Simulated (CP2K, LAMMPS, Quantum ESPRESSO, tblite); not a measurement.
## Finding the fault: tblite, amorphous film on crystalline SiC with 20 % Si on C sites, (100) (160 atoms)

Program: tblite 0.8.0, a calculation on a cell of 96 Si and 64 C, with vacuum.

run.py reads:

```python
import numpy as np
from ase.io import read
from tblite.ase import TBLite

atoms = read("structure.xyz")
atoms.calc = TBLite(method="GFN3-xTB", electronic_temperature=580, accuracy=1.0, max_iterations=250, mixer_damping=0.4, verbosity=1)
energy = atoms.get_potential_energy()
forces = atoms.get_forces()
print(f"energy {energy:.6f} eV")
print("forces (eV/A)")
for i, (a, f) in enumerate(zip(atoms, forces)):
    print(f"{i:4d} {a.symbol:2s} {f[0]:10.5f} {f[1]:10.5f} {f[2]:10.5f}")
print("charges (e)")
print(np.array2string(atoms.get_charges(), precision=4, suppress_small=True, max_line_width=110, threshold=100000))
```

structure.xyz reads:

```xyz
160
Lattice="8.72000 0.00000 0.00000 0.00000 8.72000 0.00000 0.00000 0.00000 34.14880" Properties=species:S:1:pos:R:3 pbc="T T T"
Si 0.28488 8.23848 33.86024
C 1.09087 0.92624 0.68195
Si 8.65521 1.99261 1.78359
Si 1.31724 3.12699 3.05120
Si 2.07571 8.71172 2.07591
C 3.42591 0.87488 3.18642
Si 1.68531 2.09925 33.50407
Si 3.36139 3.08871 0.42754
Si 0.13028 8.59025 4.34441
C 1.24696 0.90514 5.49420
[... 146 atom lines left out ...]
Si 5.22328 8.62364 22.73081
C 0.56192 6.38409 17.97764
Si 5.79435 0.89973 16.07213
C 0.70414 2.97884 19.20289
```

Run with:

```bash
OMP_NUM_THREADS=1 python run.py > output.txt
```

Output:

```text
tblite.exceptions.TBLiteValueError: Method 'GFN3-xTB' is not available for this calculator
```

Elapsed: 0.69 s, on 1 thread of Arm Neoverse V1, shared host; peak memory 0.1 GiB.

Banners, paths, timers and routine set-up lines are dropped from the logs unmarked, and long logs keep their key lines alone; longer cuts are marked.

Q: Find the fault and mend it.

An unknown method: method GFN3-xTB. Mend: name a method that the program has, such as GFN1-xTB or GFN2-xTB.

The program stopped at the start.

[Also dropped from logs without a mark: logging warnings of Python, and SIESTA's first energy breakdown and zero terms.]

[Logs are printed without paths, hosts, clocks, repeated set-up lines and the standing remarks that a program may print on its own settings, such as how far it seeks lower states.]

[Hosts, paths, dates, database ids (printed as entryN), source tags and the programs' standing remarks are cut or masked in the printed files.]
